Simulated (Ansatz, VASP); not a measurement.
**InP: VASP beside Ansatz**

```
In P
1.0
     0.00000    2.93300    2.93300
     2.93300    0.00000    2.93300
     2.93300    2.93300    0.00000
In P
1 1
Direct
  0.00000 0.00000 0.00000
  0.50000 0.50000 0.50000
```

Alike in both runs: task single point; functional PBE; k mesh 12 × 12 × 12; occupations gaussian, width 0.1 eV; no spin polarisation.

|  | VASP | Ansatz |
| --- | --- | --- |
| version | VASP 6.6.1 | Ansatz 0.2.0 |
| potentials or method | VASP PAW PBE potentials, release 64 (In_d, P) | scalar-relativistic, plane waves, PAW |
| plane-wave cutoff (eV) | 520 | 420 |
| valence electrons in the cell | 18 | 18 |

|  | VASP | Ansatz | Ansatz less VASP |
| --- | --- | --- | --- |
| gap on the k mesh at the Fermi level (eV) | none | none | - |
| pressure (GPa) | -8.3 | -8.3 | +0.02 |

A gap of «none» marks a metal or a gap that the smearing closes. With one functional, cell and mesh, what is left measures potentials, basis and numerics.
